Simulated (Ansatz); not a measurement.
## GaSb: band structure with PBEsol

**The experiment to reproduce.**

From a printed reference work, data compilation, for a bulk crystal of GaSb at 4.2 K: band gap 0.811 eV (direct).

Crystal: GaSb.

```xyz
2
Lattice="0.0000 3.0590 3.0590 3.0590 0.0000 3.0590 3.0590 3.0590 0.0000" Properties=species:S:1:pos:R:3 pbc="T T T"
Sb    4.5885    4.5885    4.5885
Ga    0.0000    0.0000    0.0000
```

```json
{
  "Program": "Ansatz 0.2.0",
  "Task": "band structure",
  "Functional": "PBEsol",
  "Potentials or basis": "all-electron LAPW, scalar-relativistic",
  "Cutoff": "278 eV (chosen from the basis error)",
  "Basis error allowed": "0.001 eV/atom",
  "k mesh": "8 × 8 × 8",
  "Occupations": "fermi-dirac, width 0.05 eV",
  "Spin": "no spin polarisation"
}
```

| Quantity | Value |
| --- | --- |
| Pressure | -0.1 GPa |
| Band gap along the path | none (metal or under the smearing width) |

Levels at the corners of the path, in eV from the Fermi level:
```
point  band 18  band 19  band 20  band 21  band 22  band 23  band 24  band 25  band 26  band 27
    Γ   -14.99   -11.56    -0.07    -0.05    -0.05    -0.05     2.72     2.72     2.72     5.58
    X   -14.99    -9.11    -6.87    -2.63    -2.63     0.80     1.11     8.64     8.64     9.94
    W   -14.99    -9.06    -6.73    -3.42    -3.20     3.61     4.20     4.32     4.65     9.84
    K   -14.99    -9.17    -6.68    -3.69    -2.25     1.29     3.78     6.52     6.76     7.44
    Γ   -14.99   -11.56    -0.07    -0.05    -0.05    -0.05     2.72     2.72     2.72     5.58
    L   -14.99    -9.93    -6.44    -1.21    -1.21     0.30     3.68     3.68     6.28     9.20
    U   -14.99    -9.17    -6.68    -3.69    -2.25     1.29     3.78     6.52     6.76     7.44
    W   -14.99    -9.06    -6.73    -3.42    -3.20     3.61     4.20     4.32     4.65     9.84
```

Wall time 40 s on 1 thread of Intel(R) Xeon(R) Processor @ 2.50GHz (Skylake/Cascade Lake) (shared host), peak memory 0.33 GiB.

Measured gap of GaSb: 0.811 eV (direct; 4.2 K; a printed reference work, data compilation). This calculation gives 0.00 eV (-0.81 eV). Spin-orbit coupling on Ga, Sb is left out. The value is that of PBEsol, without temperature or zero-point motion. Semilocal functionals fall short of measured gaps as a rule.

Caveat: spin-orbit coupling is left out, which moves the levels of the heavy elements.
